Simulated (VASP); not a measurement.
# SiC in VASP 6.6.1, single-point calculation

INCAR

```
LCHARG = .FALSE.
LWAVE = .FALSE.
NELM = 120
GGA = PE
PREC = Accurate
NBANDS = 16
ISIF = 2
LASPH = .TRUE.
SIGMA = 0.02
LREAL = .FALSE.
NSW = 0
IBRION = -1
EDIFF = 1E-7
ISMEAR = -1
ENCUT = 520
```

KPOINTS

```
KPOINTS created by Atomic Simulation Environment
0
Gamma
12 12 6
0 0 0
```

POSCAR

```
Si C
 1.0000000000000000
     3.0753562392093943    0.0000000000000000   -0.0000000000000000
    -1.5376781196046971    2.6633366288423082    0.0000000000000000
    -0.0000000000000000    0.0000000000000000    5.0481080910129448
 Si  C
   2   2
Cartesian
 -0.0000000000000001  1.7755577525615387 -0.0020616419070018
  1.5376781196046969  0.8877788762807693  2.5219924035994703
 -0.0000000000000001  1.7755577525615387  1.8951021760368558
  1.5376781196046969  0.8877788762807693  4.4191562215433278
```

The recommended PBE PAW datasets give the neutral cell 16 valence electrons.

Command

```
mpirun -np 1 vasp_std
```

Q: Predict the outcome of this run.

A: It converged. Results: gap between bands v and c on the k mesh 2.27 eV; least direct gap on the k mesh 3.97 eV; pressure 3.5 GPa. Band v is the last that the valence electrons fill when counted band by band, and c is the next.

OSZICAR

```
N       E                     dE             d eps       ncg     rms          rms(c)
DAV:   1     0.261370632628E+02    0.26137E+02   -0.72037E+03  2432   0.896E+02
DAV:   2    -0.312730374260E+02   -0.57410E+02   -0.52368E+02  3512   0.158E+02
DAV:   3    -0.338126347926E+02   -0.25396E+01   -0.25286E+01  3200   0.305E+01
DAV:   4    -0.338312987203E+02   -0.18664E-01   -0.18661E-01  2992   0.321E+00
DAV:   5    -0.338314843507E+02   -0.18563E-03   -0.18563E-03  3168   0.302E-01    0.125E+01
DAV:   6    -0.301910299824E+02    0.36405E+01   -0.65249E+00  3064   0.157E+01    0.563E+00
DAV:   7    -0.301210527650E+02    0.69977E-01   -0.11265E+00  3448   0.617E+00    0.249E+00
DAV:   8    -0.301043671619E+02    0.16686E-01   -0.47662E-02  2768   0.139E+00    0.629E-01
DAV:   9    -0.301027653723E+02    0.16018E-02   -0.76106E-03  3136   0.591E-01    0.123E-01
DAV:  10    -0.301030783746E+02   -0.31300E-03   -0.10220E-03  2968   0.185E-01    0.573E-02
DAV:  11    -0.301031047563E+02   -0.26382E-04   -0.95556E-05  2856   0.695E-02    0.136E-02
DAV:  12    -0.301031058358E+02   -0.10794E-05   -0.66265E-06  3088   0.163E-02    0.404E-03
DAV:  13    -0.301031063716E+02   -0.53584E-06   -0.48612E-07  3080   0.456E-03    0.252E-03
DAV:  14    -0.301031063777E+02   -0.61100E-08   -0.29061E-08  1832   0.115E-03
   1 F= -.30103106E+02 E0= -.30103106E+02  d E =-.294199E-11
```

For comparison, a separate PBE run of the intended cell, on usual settings and not on those above, gives a gap of 2.27 eV on its mesh and a pressure of 3.5 GPa.
